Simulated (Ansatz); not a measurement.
An Ansatz run on GaN (rocksalt) left the output below. The geometry is the r2SCAN minimum.

Structure:
```xyz
2
Lattice="0.0000 2.1085 2.1085 2.1085 0.0000 2.1085 2.1085 2.1085 0.0000" Properties=species:S:1:pos:R:3 pbc="T T T"
Ga    0.0000    0.0000    0.0000
N     2.1085    2.1085    2.1085
```

The log, with set-up remarks and timings taken out:
```
Functional definition: r2SCAN
Crystal: 2 atoms, lattice volume = 18.748 Å³
Basis set: ecut = 500 eV, 531 PW (Γ)
Bands: 13, of which v1, the nominal top of the filled ones, is band 9 counted from 1 (8 counted from 0)
Symmetry: 48 space group operations
Space group: Fm-3m (ITA 225)
k-points: 16 of 216
preconditioner: auto → none  [insulator: Δε(μ)=1.106 eV  ℏωp=36.4 eV]
SCF converged after 8 iterations
Free energy (F): -4175.427018 eV
Fermi energy:    13.076333 eV
--- Band table (eV; the first three rows and the last of 16) ---
  k-point 0: bands = […, -1.4452, -1.3647, -1.3647, 12.5475, 12.5475, 12.5475, 15.9215, 28.4496, 28.4496, 28.4496]
  k-point 1: bands = […, -1.4519, -1.3698, -1.3698, 10.0008, 12.6080, 12.6080, 17.8141, 24.7357, 26.6986, 26.6986]
  k-point 2: bands = […, -1.5174, -1.2761, -1.2761, 6.4900, 12.7735, 12.7735, 18.7564, 23.3230, 23.9840, 23.9840]
  k-point 15: bands = […, -1.3161, -1.1687, 1.2547, 6.6538, 8.6542, 8.7309, 17.4006, 23.1206, 25.3500, 25.3641]
--- G₀W₀: contour deformation, 7 samples at zero and on the imaginary axis and 3 off it, 216 q-points, 70 empty bands' worth ---
    ik  band        ε_KS         Σx   Σc(E_QP)       V_xc       Z   E_QP_lin       E_QP  E_QP is
     0     8     12.5475   -21.5855     3.0097   -18.4191  0.7815    12.3906    12.3908  root
     0     9     12.5475   -21.5855     3.0097   -18.4191  0.7815    12.3906    12.3908  root
     0    10     15.9215   -13.6424    -4.0518   -18.2496  0.8119    16.4787    16.4769  root
     0    11     28.4496    -8.4087    -5.4871   -14.0472  0.8132    28.6012    28.6010  root
     1     8     12.6080   -22.0937     3.0358   -18.8841  0.7825    12.4341    12.4344  root
     1     9     12.6080   -22.0937     3.0358   -18.8841  0.7825    12.4341    12.4344  root
     1    10     17.8141   -13.2448    -4.3239   -18.1612  0.8029    18.4091    18.4066  root
     1    11     24.7357    -8.0142    -5.6621   -13.8629  0.8027    24.9226    24.9223  root
     2     8     12.7735   -23.1485     3.0777   -19.8707  0.7846    12.5730    12.5734  root
     2     9     12.7735   -23.1485     3.0777   -19.8707  0.7846    12.5730    12.5734  root
     2    10     18.7564   -10.3410    -4.6311   -15.2920  0.8158    19.0771    19.0763  root
     2    11     23.3230   -10.6841    -6.2809   -17.5651  0.7625    23.9267    23.9232  root
     3     8     12.8829   -23.7265     3.0977   -20.4200  0.7856    12.6737    12.6741  root
     3     9     12.8829   -23.7265     3.0977   -20.4200  0.7856    12.6737    12.6741  root
     3    10     18.4585    -9.0626    -4.5515   -13.8020  0.8250    18.6467    18.6464  root
     3    11     22.9268    -8.1795    -5.3518   -13.8034  0.8174    23.1995    23.1989  root
     5     8     11.5668   -21.9378     3.2659   -18.3965  0.7786    11.2906    11.2914  root
     5     9     11.7081   -22.4920     3.2125   -18.9847  0.7810    11.4124    11.4133  root
     5    10     19.1039   -12.0544    -4.8516   -17.4854  0.8026    19.6863    19.6833  root
     5    11     22.0601    -9.0125    -5.3253   -14.6314  0.8050    22.3546    22.3538  root
     7     8     10.3594   -22.1169     3.5126   -18.2068  0.7718     9.9600     9.9620  root
     7     9     12.7297   -23.4160     3.0841   -20.1075  0.7856    12.5050    12.5054  root
     7    10     20.1153    -8.8748    -4.9226   -14.0330  0.8182    20.3514    20.3509  root
     7    11     21.0564   -11.8019    -5.4535   -17.8965  0.7846    21.7019    21.6974  root
     8     8     10.9590   -21.6119     3.3949   -17.8900  0.7746    10.6307    10.6320  root
     8     9     13.0763   -23.0866     2.9926   -19.9313  0.7850    12.9135    12.9137  root
     8    10     19.5656   -12.5295    -4.8868   -18.0338  0.7921    20.1865    20.1830  root
     8    11     23.1288    -8.9920    -5.7422   -15.0759  0.7977    23.4715    23.4706  root
    10     8      8.9261   -21.0471     3.6704   -16.9425  0.7611     8.4899     8.4920  root
    10     9     10.5328   -21.4270     3.4398   -17.6510  0.7719    10.1952    10.1966  root
    10    10     16.1889   -11.6410    -4.2457   -16.3237  0.8238    16.6271    16.6260  root
    10    11     22.4554    -9.0452    -4.9823   -14.1998  0.8140    22.6279    22.6276  root
    12     8      9.9272   -20.8187     3.5397   -16.9396  0.7658     9.5864     9.5878  root
    12     9      9.9272   -20.8187     3.5397   -16.9396  0.7658     9.5864     9.5878  root
    12    10     14.2308   -11.6880    -4.0225   -16.0800  0.8313    14.6009    14.6003  root
    12    11     21.5369    -9.0000    -4.5769   -13.5721  0.8323    21.5320    21.5320  root
```

The points are ik 0 = (0, 0, 0) (Γ), ik 1 = (0, 0, 1/6), ik 2 = (0, 0, 1/3), ik 3 = (0, 0, -1/2), ik 5 = (0, 1/6, 1/3), ik 7 = (0, 1/6, -1/3), ik 8 = (0, 1/6, -1/6), ik 10 = (0, 1/3, -1/2), ik 12 = (0, -1/2, -1/2); band 9 is the last filled one.

**Question.** Which of these blocks stood in the input: relax, gw, phonons, dielectric, magnetization (spin_orbit)?

**Answer.** gw. The quasiparticle table needs the gw block.

**Question.** Which k mesh was typed?

**Answer.** 6×6×6, Γ-centred.

**Question.** How were the bands filled?

**Answer.** Fixed occupations.

Command: `ansatz run input.yaml --threads 2 --pin off --max-ram 3686MiB --backend cpu --events-out ev --progress --plain --runs-dir out`.

Computed, not measured; no magnetism was allowed, and whether the structure is a known phase isn't checked.
